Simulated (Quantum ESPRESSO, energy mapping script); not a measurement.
## CoO: exchange couplings from total energies

Wanted: the magnetic order of CoO, its couplings and an estimate of its ordering temperature, by PBE+U (3.5 eV), QE, GBRV.

Main program and level: Quantum ESPRESSO 7.5; PBE with U = 3.5 eV on Co d, ortho-atomic projectors; plane waves, U on orthogonalised atomic orbitals unless named otherwise, collinear spin, no spin–orbit coupling.

## 1. The structure

It takes space group R-3m (No. 166, trigonal). Conventional cell: a = 3.011 Å, b = 3.011 Å, c = 7.320 Å, α = 90.00°, β = 90.00°, γ = 120.00°. Co has 6 O at 2.12 Å nearest. Nearest to O lie 6 Co at 2.12 Å. Farther neighbours and most contacts between anions are not listed.

Structure file:

```cif
data_structure
_symmetry_space_group_name_H-M 'P 1'
_symmetry_Int_Tables_number 1
_cell_length_a 2.9959
_cell_length_b 2.9959
_cell_length_c 2.9959
_cell_angle_alpha 60.333
_cell_angle_beta 60.333
_cell_angle_gamma 60.333
_cell_volume 19.16
loop_
_atom_site_label
_atom_site_type_symbol
_atom_site_fract_x
_atom_site_fract_y
_atom_site_fract_z
_atom_site_occupancy
Co1 Co 0.00000 0.00000 0.00000 1
O2 O 0.50000 0.50000 0.50000 1
```

The cell comes from a database of computed structures, and need not be the one that the compound takes in experiment.

A Hubbard U penalises fractional filling of the shell. It raises the cost of virtual hops to the neighbours, so couplings that rest on such hops usually weaken. These runs use Quantum ESPRESSO.

## 2. Which atoms carry moments

One run in the crystal's own cell, under PBE with U = 2.62 eV on Co d, ortho-atomic projectors, Quantum ESPRESSO with GBRV potentials, shows which elements keep a moment. Transition or f elements with 0.3 μB or more enter the spin model; moments induced on other atoms do not.

pw.in

```
&control
  calculation = 'scf'
  prefix = 'pw'
  outdir = './tmp/'
  pseudo_dir = './pseudo/'
  verbosity = 'low'
/
&system
  ibrav = 0
  nat = 2
  ntyp = 2
  ecutwfc = 45
  ecutrho = 360
  nbnd = 21
  occupations = 'smearing'
  smearing = 'fd'
  degauss = 0.00367493
  nspin = 2
  starting_magnetization(1) = 0.1765
/
&electrons
  conv_thr = 5.0e-09
  electron_maxstep = 120
  mixing_beta = 0.3
  mixing_mode = 'plain'
/
ATOMIC_SPECIES
  Co 58.9332 Co.upf
  O 15.9990 O.upf
CELL_PARAMETERS angstrom
  1.50546954 0.86918325 2.43992691
  -1.50546954 0.86918325 2.43992691
  0.00000000 -1.73836649 2.43992691
ATOMIC_POSITIONS crystal
  Co 0.00000000 0.00000000 0.00000000
  O 0.50000000 0.50000000 0.50000000
K_POINTS automatic
  10 10 10 0 0 0
HUBBARD {ortho-atomic}
U Co-3d 2.62
```

Run with:

```
$ OMP_NUM_THREADS=1 mpirun -n 8 pw.x -nk 8 -in pw.in > pw.out
```

Log:

```text
Program PWSCF v.7.5 starts
[...]
unit-cell volume          =     129.2730 (a.u.)^3
     number of atoms/cell      =            2
[...]
number of electrons       =        23.00
     number of Kohn-Sham states=           21
     kinetic-energy cutoff     =      45.0000  Ry
     charge density cutoff     =     360.0000  Ry
     scf convergence threshold =      5.0E-09
[...]
Exchange-correlation= SLA  PW   PBE  PBE
[...]
Hubbard projectors: ortho-atomic
     Hubbard parameters of DFT+U (Dudarev formulation) in eV:
[...]
atomic species   magnetization
[...]
12 Sym. Ops., with inversion, found
[...]
number of k points=   116  Fermi-Dirac smearing, width (Ry)=  0.0037
[...]
Number of occupied Hubbard levels =    7.0000
     Atomic wfc used for Hubbard projectors are orthogonalized
[...]
iteration #  1     ecut=    45.00 Ry     beta= 0.30
[...]
Number of occupied Hubbard levels =    5.5597
     total energy              =    -328.78416330 Ry
     estimated scf accuracy    <       6.14162700 Ry
     total magnetization       =     3.65 Bohr mag/cell
     absolute magnetization    =     3.71 Bohr mag/cell
     iteration #  2     ecut=    45.00 Ry     beta= 0.30
[...]
total energy              =    -329.69880968 Ry
     estimated scf accuracy    <       5.78519232 Ry
     total magnetization       =     0.82 Bohr mag/cell
     absolute magnetization    =     0.86 Bohr mag/cell
     iteration #  3     ecut=    45.00 Ry     beta= 0.30
[...]
total energy              =    -330.59820460 Ry
     estimated scf accuracy    <       0.22521775 Ry
     total magnetization       =     3.02 Bohr mag/cell
     absolute magnetization    =     3.04 Bohr mag/cell
[...]
total energy              =    -330.62435715 Ry
[...]
iteration # 15     ecut=    45.00 Ry     beta= 0.30
[...]
total energy              =    -330.62435719 Ry
     estimated scf accuracy    <       0.00000001 Ry
     total magnetization       =     2.99 Bohr mag/cell
     absolute magnetization    =     3.02 Bohr mag/cell
     iteration # 16     ecut=    45.00 Ry     beta= 0.30
[...]
Magnetic moment per site  (integrated on atomic sphere of radius R)
     atom   1 (R=0.292)  charge= 14.5862  magn=  2.5973
     atom   2 (R=0.292)  charge=  5.7766  magn=  0.2924
     End of self-consistent calculation
     =================== HUBBARD OCCUPATIONS ===================
     ------------------------ ATOM    1 ------------------------
     Tr[ns(  1)] (up, down, total) =   4.97359  2.32179  7.29539
     Atomic magnetic moment for atom   1 =   2.65180
     SPIN  1
     eigenvalues:
       0.995  0.995  0.995  0.995  0.995
     eigenvectors (columns):
      -0.000 -0.000  1.000 -0.000  0.000
      -0.489 -0.652 -0.000 -0.513 -0.269
[...]
occupation matrix ns (before diag.):
[...]
SPIN  2
     eigenvalues:
[...]
eigenvectors (columns):
[...]
occupation matrix ns (before diag.):
[...]
-0.000  0.000 -0.254  0.501 -0.000
       0.000 -0.254  0.000 -0.000  0.501
     Number of occupied Hubbard levels =    7.2954
     Number of k-points >= 100: set verbosity='high' to print the bands.
     the Fermi energy is    13.5776 ev
!    total energy              =    -330.62435719 Ry
     estimated scf accuracy    <          1.3E-09 Ry
     smearing contrib. (-TS)   =      -0.00248984 Ry
     internal energy E=F+TS    =    -330.62186735 Ry
     The total energy is F=E-TS. E is the sum of the following terms:
     one-electron contribution =    -181.67467475 Ry
     hartree contribution      =     104.35423763 Ry
     xc contribution           =     -40.04696990 Ry
     ewald contribution        =    -213.34335940 Ry
     Hubbard energy            =       0.08889906 Ry
     total magnetization       =     2.99 Bohr mag/cell
     absolute magnetization    =     3.02 Bohr mag/cell
     convergence has been achieved in  16 iterations
=------------------------------------------------------------------------------=
   JOB DONE.
=------------------------------------------------------------------------------=
```

Run time: 12 s. Hardware: 8 MPI ranks of Arm Neoverse V1, shared host; peak memory 0.57 GiB.

Spin moment in the sphere by atom:

| atom | spin moment in the sphere (μB) |
| --- | --- |
| Co1 | 2.60 |
| O2 | 0.29 |

The run ends ferromagnetic; Co carries the moments.

## 3. Order 1: parallel, cell A of 4 atoms

The parallel order is the zero of energy for this cell and mesh.

The potential files are GBRV's for PBE; pw.x takes the functional from them.

pw.in

```
&control
  calculation = 'scf'
  prefix = 'pw'
  outdir = './tmp/'
  pseudo_dir = './pseudo/'
  verbosity = 'low'
/
&system
  ibrav = 0
  nat = 4
  ntyp = 2
  ecutwfc = 45
  ecutrho = 360
  nbnd = 38
  occupations = 'smearing'
  smearing = 'fd'
  degauss = 0.00367493
  nspin = 2
  starting_magnetization(1) = 0.1765
/
&electrons
  conv_thr = 1.0e-08
  electron_maxstep = 120
  mixing_beta = 0.3
  mixing_mode = 'plain'
/
ATOMIC_SPECIES
  Co 58.9332 Co.upf
  O 15.9990 O.upf
CELL_PARAMETERS angstrom
  1.50546954 0.86918325 2.43992691
  1.50546954 -0.86918325 -2.43992691
  -1.50546954 4.34591624 -2.43992691
ATOMIC_POSITIONS crystal
  Co 0.00000000 0.50000000 0.50000000
  Co 0.00000000 0.00000000 0.00000000
  O 0.50000000 0.75000000 0.25000000
  O 0.50000000 0.25000000 0.75000000
K_POINTS automatic
  12 12 12 0 0 0
HUBBARD {ortho-atomic}
U Co-3d 3.5
```

Log:

```text
[banner, memory and clock lines left out]
Program PWSCF v.7.5 starts
[...]
unit-cell volume          =     258.5461 (a.u.)^3
     number of atoms/cell      =            4
[...]
number of electrons       =        46.00
     number of Kohn-Sham states=           38
     kinetic-energy cutoff     =      45.0000  Ry
     charge density cutoff     =     360.0000  Ry
     scf convergence threshold =      1.0E-08
[...]
Exchange-correlation= SLA  PW   PBE  PBE
[...]
Hubbard projectors: ortho-atomic
     Hubbard parameters of DFT+U (Dudarev formulation) in eV:
[...]
atomic species   magnetization
[...]
4 Sym. Ops., with inversion, found
[...]
number of k points=   476  Fermi-Dirac smearing, width (Ry)=  0.0037
[...]
Number of occupied Hubbard levels =   14.0000
     Atomic wfc used for Hubbard projectors are orthogonalized
[...]
iteration #  1     ecut=    45.00 Ry     beta= 0.30
[...]
Number of occupied Hubbard levels =   11.1764
     total energy              =    -657.65794054 Ry
     estimated scf accuracy    <      11.95415124 Ry
     total magnetization       =     7.32 Bohr mag/cell
     absolute magnetization    =     7.49 Bohr mag/cell
     iteration #  2     ecut=    45.00 Ry     beta= 0.30
[...]
total energy              =    -659.59535191 Ry
     estimated scf accuracy    <       9.60916387 Ry
     total magnetization       =     2.13 Bohr mag/cell
     absolute magnetization    =     2.21 Bohr mag/cell
     iteration #  3     ecut=    45.00 Ry     beta= 0.30
[...]
total energy              =    -661.12668596 Ry
     estimated scf accuracy    <       0.39365079 Ry
     total magnetization       =     6.03 Bohr mag/cell
     absolute magnetization    =     6.08 Bohr mag/cell
     iteration #  4     ecut=    45.00 Ry     beta= 0.30
[...]
total energy              =    -661.16321100 Ry
     estimated scf accuracy    <       0.10523973 Ry
     total magnetization       =     6.00 Bohr mag/cell
     absolute magnetization    =     6.03 Bohr mag/cell
     iteration #  5     ecut=    45.00 Ry     beta= 0.30
[...]
total energy              =    -661.18947945 Ry
     estimated scf accuracy    <       0.28831082 Ry
     total magnetization       =     5.56 Bohr mag/cell
     absolute magnetization    =     5.59 Bohr mag/cell
     iteration #  6     ecut=    45.00 Ry     beta= 0.30
[...]
total energy              =    -661.18415699 Ry
     estimated scf accuracy    <       0.30895796 Ry
     total magnetization       =     5.54 Bohr mag/cell
     absolute magnetization    =     5.58 Bohr mag/cell
     iteration #  7     ecut=    45.00 Ry     beta= 0.30
[...]
total energy              =    -661.18783881 Ry
     estimated scf accuracy    <       0.01343184 Ry
     total magnetization       =     5.72 Bohr mag/cell
     absolute magnetization    =     5.76 Bohr mag/cell
     iteration #  8     ecut=    45.00 Ry     beta= 0.30
[...]
total energy              =    -661.18935666 Ry
     estimated scf accuracy    <       0.00065353 Ry
     total magnetization       =     5.94 Bohr mag/cell
     absolute magnetization    =     5.98 Bohr mag/cell
     iteration #  9     ecut=    45.00 Ry     beta= 0.30
[...]
total energy              =    -661.18940289 Ry
     estimated scf accuracy    <       0.00043431 Ry
     total magnetization       =     5.92 Bohr mag/cell
     absolute magnetization    =     5.97 Bohr mag/cell
     iteration # 10     ecut=    45.00 Ry     beta= 0.30
[...]
total energy              =    -661.18965047 Ry
     estimated scf accuracy    <       0.00038610 Ry
     total magnetization       =     5.93 Bohr mag/cell
     absolute magnetization    =     5.97 Bohr mag/cell
[...]
total energy              =    -661.18980509 Ry
[...]
iteration # 51     ecut=    45.00 Ry     beta= 0.30
[...]
total energy              =    -661.18980509 Ry
     estimated scf accuracy    <       0.00000002 Ry
     total magnetization       =     5.98 Bohr mag/cell
     absolute magnetization    =     6.04 Bohr mag/cell
     iteration # 52     ecut=    45.00 Ry     beta= 0.30
[...]
total energy              =    -661.18980509 Ry
     estimated scf accuracy    <       0.00000002 Ry
     total magnetization       =     5.98 Bohr mag/cell
     absolute magnetization    =     6.04 Bohr mag/cell
     iteration # 53     ecut=    45.00 Ry     beta= 0.30
[...]
total energy              =    -661.18980509 Ry
     estimated scf accuracy    <       0.00000002 Ry
     total magnetization       =     5.98 Bohr mag/cell
     absolute magnetization    =     6.04 Bohr mag/cell
     iteration # 54     ecut=    45.00 Ry     beta= 0.30
[...]
total energy              =    -661.18980509 Ry
     estimated scf accuracy    <       0.00000001 Ry
     total magnetization       =     5.98 Bohr mag/cell
     absolute magnetization    =     6.04 Bohr mag/cell
     iteration # 55     ecut=    45.00 Ry     beta= 0.30
[...]
Magnetic moment per site  (integrated on atomic sphere of radius R)
     atom   1 (R=0.292)  charge= 14.5840  magn=  2.6077
     atom   2 (R=0.292)  charge= 14.5840  magn=  2.6077
     atom   3 (R=0.292)  charge=  5.7808  magn=  0.2794
     atom   4 (R=0.292)  charge=  5.7808  magn=  0.2794
     End of self-consistent calculation
     =================== HUBBARD OCCUPATIONS ===================
     ------------------------ ATOM    1 ------------------------
     Tr[ns(  1)] (up, down, total) =   4.97514  2.31092  7.28606
     Atomic magnetic moment for atom   1 =   2.66422
     SPIN  1
     eigenvalues:
       0.995  0.995  0.995  0.995  0.995
     eigenvectors (columns):
      -0.000  0.066  0.998  0.000  0.006
      -0.896 -0.000 -0.000  0.443  0.000
      -0.000  0.890 -0.056  0.000 -0.452
       0.000 -0.451  0.035  0.000 -0.892
       0.443  0.000  0.000  0.896  0.000
     occupation matrix ns (before diag.):
       0.995 -0.000 -0.000  0.000  0.000
      -0.000  0.995 -0.000  0.000  0.000
      -0.000 -0.000  0.995  0.000  0.000
       0.000  0.000  0.000  0.995 -0.000
[...]
SPIN  2
     eigenvalues:
[...]
eigenvectors (columns):
[...]
occupation matrix ns (before diag.):
[...]
------------------------ ATOM    2 ------------------------
     Tr[ns(  2)] (up, down, total) =   4.97514  2.31089  7.28603
     Atomic magnetic moment for atom   2 =   2.66425
     SPIN  1
     eigenvalues:
[...]
eigenvectors (columns):
[...]
occupation matrix ns (before diag.):
[...]
SPIN  2
     eigenvalues:
[...]
eigenvectors (columns):
[...]
occupation matrix ns (before diag.):
       0.682 -0.000  0.000  0.000  0.000
      -0.000  0.314 -0.000  0.000 -0.262
       0.000 -0.000  0.314 -0.262  0.000
       0.000  0.000 -0.262  0.500 -0.000
       0.000 -0.262  0.000 -0.000  0.501
     Number of occupied Hubbard levels =   14.5721
     Number of k-points >= 100: set verbosity='high' to print the bands.
     the Fermi energy is    13.4113 ev
!    total energy              =    -661.18980510 Ry
     estimated scf accuracy    <          9.8E-09 Ry
     smearing contrib. (-TS)   =      -0.00513482 Ry
     internal energy E=F+TS    =    -661.18467028 Ry
     The total energy is F=E-TS. E is the sum of the following terms:
     one-electron contribution =    -363.32621798 Ry
     hartree contribution      =     208.70035287 Ry
     xc contribution           =     -80.10323042 Ry
     ewald contribution        =    -426.68671852 Ry
     Hubbard energy            =       0.23114377 Ry
     total magnetization       =     5.98 Bohr mag/cell
     absolute magnetization    =     6.04 Bohr mag/cell
     convergence has been achieved in  55 iterations
```

Wall time 7.8 min (8 MPI ranks); peak memory 1.6 GiB.

Spin moment in the sphere by atom:

| atom | spin moment in the sphere (μB) |
| --- | --- |
| Co1 | 2.61 |
| Co2 | 2.61 |
| O3 | 0.28 |
| O4 | 0.28 |

The run ends ferromagnetic.

## 4. Run 2 (compensated +−; cell A, 4 atoms)

This order reverses 6 of the 12 neighbours at 3.00 Å, 6 of the 6 neighbours at 4.25 Å and 12 of the 24 neighbours at 5.20 Å, counted for an average magnetic atom.

Changes to pw.in since step 3:

```diff
@@ -10,6 +10,6 @@
   nat = 4
-  ntyp = 2
+  ntyp = 3
   ecutwfc = 45
   ecutrho = 360
-  nbnd = 38
+  nbnd = 35
   occupations = 'smearing'
@@ -19,2 +19,3 @@
   starting_magnetization(1) = 0.1765
+  starting_magnetization(2) = -0.1765
 /
@@ -27,3 +28,4 @@
 ATOMIC_SPECIES
-  Co 58.9332 Co.upf
+  Co1 58.9332 Co.upf
+  Co2 58.9332 Co.upf
   O 15.9990 O.upf
@@ -34,4 +36,4 @@
 ATOMIC_POSITIONS crystal
-  Co 0.00000000 0.50000000 0.50000000
-  Co 0.00000000 0.00000000 0.00000000
+  Co1 0.00000000 0.50000000 0.50000000
+  Co2 0.00000000 0.00000000 0.00000000
   O 0.50000000 0.75000000 0.25000000
@@ -41,2 +43,3 @@
 HUBBARD {ortho-atomic}
-U Co-3d 3.5
+U Co1-3d 3.5
+U Co2-3d 3.5
```

Log:

```text
[banner, memory and clock lines left out]
Program PWSCF v.7.5 starts
[...]
unit-cell volume          =     258.5461 (a.u.)^3
     number of atoms/cell      =            4
[...]
number of electrons       =        46.00
     number of Kohn-Sham states=           35
     kinetic-energy cutoff     =      45.0000  Ry
     charge density cutoff     =     360.0000  Ry
     scf convergence threshold =      1.0E-08
[...]
Exchange-correlation= SLA  PW   PBE  PBE
[...]
Hubbard projectors: ortho-atomic
     Hubbard parameters of DFT+U (Dudarev formulation) in eV:
[...]
atomic species   magnetization
[...]
4 Sym. Ops., with inversion, found
[...]
number of k points=   476  Fermi-Dirac smearing, width (Ry)=  0.0037
[...]
Number of occupied Hubbard levels =   14.0000
     Atomic wfc used for Hubbard projectors are orthogonalized
[...]
iteration #  1     ecut=    45.00 Ry     beta= 0.30
[...]
Number of occupied Hubbard levels =   11.1421
     total energy              =    -657.61622268 Ry
     estimated scf accuracy    <      11.95623976 Ry
     total magnetization       =    -0.00 Bohr mag/cell
     absolute magnetization    =     7.46 Bohr mag/cell
     iteration #  2     ecut=    45.00 Ry     beta= 0.30
[...]
total energy              =    -659.58676884 Ry
     estimated scf accuracy    <       9.76820728 Ry
     total magnetization       =    -0.00 Bohr mag/cell
     absolute magnetization    =     2.30 Bohr mag/cell
     iteration #  3     ecut=    45.00 Ry     beta= 0.30
[...]
total energy              =    -661.13249279 Ry
     estimated scf accuracy    <       0.35873456 Ry
     total magnetization       =    -0.00 Bohr mag/cell
     absolute magnetization    =     5.73 Bohr mag/cell
[...]
total energy              =    -661.19627445 Ry
[...]
iteration # 69     ecut=    45.00 Ry     beta= 0.30
[...]
total energy              =    -661.19627445 Ry
     estimated scf accuracy    <       0.00000008 Ry
     total magnetization       =    -0.00 Bohr mag/cell
     absolute magnetization    =     5.43 Bohr mag/cell
     iteration # 70     ecut=    45.00 Ry     beta= 0.30
[...]
Magnetic moment per site  (integrated on atomic sphere of radius R)
     atom   1 (R=0.292)  charge= 14.5940  magn=  2.5454
     atom   2 (R=0.292)  charge= 14.5939  magn= -2.5455
     atom   3 (R=0.292)  charge=  5.7727  magn= -0.0000
     atom   4 (R=0.292)  charge=  5.7727  magn= -0.0000
     End of self-consistent calculation
     =================== HUBBARD OCCUPATIONS ===================
     ------------------------ ATOM    1 ------------------------
     Tr[ns(  1)] (up, down, total) =   4.96187  2.34665  7.30852
     Atomic magnetic moment for atom   1 =   2.61522
     SPIN  1
     eigenvalues:
       0.989  0.989  0.994  0.995  0.995
     eigenvectors (columns):
      -0.000 -0.022  0.292 -0.956  0.000
      -0.831  0.000 -0.000 -0.000 -0.557
[...]
occupation matrix ns (before diag.):
[...]
SPIN  2
     eigenvalues:
[...]
eigenvectors (columns):
[...]
occupation matrix ns (before diag.):
[...]
------------------------ ATOM    2 ------------------------
     Tr[ns(  2)] (up, down, total) =   2.34658  4.96187  7.30845
     Atomic magnetic moment for atom   2 =  -2.61529
     SPIN  1
     eigenvalues:
[...]
eigenvectors (columns):
[...]
occupation matrix ns (before diag.):
[...]
SPIN  2
     eigenvalues:
[...]
eigenvectors (columns):
[...]
occupation matrix ns (before diag.):
[...]
0.000  0.000 -0.003  0.993 -0.000
       0.000 -0.003  0.000 -0.000  0.993
     Number of occupied Hubbard levels =   14.6170
     Number of k-points >= 100: set verbosity='high' to print the bands.
     the Fermi energy is    13.3866 ev
!    total energy              =    -661.19627445 Ry
     estimated scf accuracy    <          7.6E-09 Ry
     smearing contrib. (-TS)   =      -0.00472480 Ry
     internal energy E=F+TS    =    -661.19154966 Ry
     The total energy is F=E-TS. E is the sum of the following terms:
     one-electron contribution =    -363.48372510 Ry
     hartree contribution      =     208.82126894 Ry
     xc contribution           =     -80.08167974 Ry
     ewald contribution        =    -426.68671852 Ry
     Hubbard energy            =       0.23930476 Ry
     total magnetization       =    -0.00 Bohr mag/cell
     absolute magnetization    =     5.43 Bohr mag/cell
     convergence has been achieved in  70 iterations
```

Run time: 9 min. Hardware: 8 MPI ranks; peak memory 1.5 GiB.

Spin moment in the sphere by atom:

| atom | spin moment in the sphere (μB) |
| --- | --- |
| Co1 | 2.55 |
| Co2 | -2.55 |
| O3 | 0.00 |
| O4 | 0.00 |

The run ends antiferromagnetic, 45.40 meV a magnetic atom below the parallel order of its cell, a difference that unlike orbital or electronic states can set, not exchange alone (energies taken at zero occupation width, not the printed F).

(Part 1 of 2 ends here.)

[Logs and program files are shortened in this print: banners, set-up blocks, solver, clock and traceback lines can be left out without a mark of their own.]

[Logs are printed without paths, hosts, clocks, repeated set-up lines and the standing remarks that a program may print on its own settings, such as how far it seeks lower states.]

[Hosts, paths, dates, database ids (printed as entryN), source tags and the programs' standing remarks are cut or masked in the printed files.]

[Where a cell is said to come from a database of computed structures, the database is the Materials Project.]
